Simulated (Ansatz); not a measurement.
Isolated molecules relaxed with PBE0-D4/def2-TZVP in Ansatz; ΔE leaves out vibrations. CCSD(T)/CBS adds triple-zeta CCSD(T) − MP2 to the extrapolated MP2 energy (def2 sets, frozen cores). Functionals use def2-TZVPP. Each species was taken in one conformer, which may not be the lowest.

Reaction (ligand exchange at the Si–N bond): `N/C(O)=N\[SiH3]` + `BN[SiH2]Cl` → `BN([SiH3])[SiH2]Cl` + `N=C(N)O`

```tsv
level	ΔE (kJ/mol)
PBE-D4	31.0
PBE	34.8
HF/def2-TZVPP	33.6
MP2/CBS(def2)	25.3
```

Problem. What does CCSD(T)/CBS give? (Best estimate.)

Solution. Computed: +23.9 kJ/mol. The listed levels differ from it by 7.1, 10.9, 9.7, 1.4 kJ/mol.

Largest T1 diagnostic among the species: 0.013.

In def2-TZVPP, CCSD(T) changes the Hartree–Fock value by −10.2 kJ/mol (the triples alone add −0.8 kJ/mol) and MP2 by −8.8 kJ/mol. The D4 term adds −6.2 kJ/mol with B3LYP and −3.3 kJ/mol with PBE0; it sums over pairs of atoms, weighted by their polarisabilities, and B3LYP, whose exchange is more repulsive, gets the larger term.

B3LYP here is the variant with VWN-RPA as its local correlation; programs differ in this.

CCSD(T)/CBS has its own doubt, a few kJ/mol and more with outer-core shells, so smaller differences from it don't rank the levels.
